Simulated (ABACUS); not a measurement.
## HfN under changes of volume

One of the cells (11.482 Å³/atom); the others are scaled copies at fixed shape and fractional positions:

```xyz
2
Lattice="0.0000 2.2560 2.2560 2.2560 0.0000 2.2560 2.2560 2.2560 0.0000" Properties=species:S:1:pos:R:3 pbc="T T T"
Hf    0.0000    0.0000    0.0000
N     2.2560    2.2560    2.2560
```

* Program: ABACUS 3.10.1
* Functional: PBE
* Potentials or basis: PseudoDojo NC SR 0.4.1 PBE standard
* Cutoff: 1361 eV
* Density cutoff: 5442 eV
* Basis: DZP LCAO (the cutoffs set its grid)
* k mesh: 10 × 10 × 10
* Occupations: fermi-dirac, width 0.05 eV
* Spin: no spin polarisation

| volume (Å³/atom) | energy over the lowest point (meV/atom) | pressure (GPa) |
| --- | --- | --- |
| 10.793 | 77.40 | 27.6 |
| 11.023 | 43.43 | 19.9 |
| 11.252 | 19.90 | 13.1 |
| 11.482 | 5.74 | 6.9 |
| 11.712 | 0.00 | 1.3 |
| 11.941 | ? | ? |
| 12.171 | 10.57 | -8.3 |

Question: What does the run at 11.941 Å³/atom give?

Answer: Energy over the lowest point 1.86 meV/atom; pressure -3.7 GPa.

Worked out: A Birch-Murnaghan fit of order 3 (a polynomial in V^(-2/3)) to the other rows has its minimum at 11.77 Å³/atom with B0 = V·E''(V) = 265 GPa and B' = 4.3. It gives 1.85 meV/atom at 11.941 Å³/atom, against the run's 1.86, and -dE/dV = -3.8 GPa, against -3.7.

Energies are extrapolated to zero smearing.

Caveats: the atomic orbitals were generated for these runs and aren't a published set; the basis of atomic orbitals isn't converged, which shifts pressures, moduli and gaps.
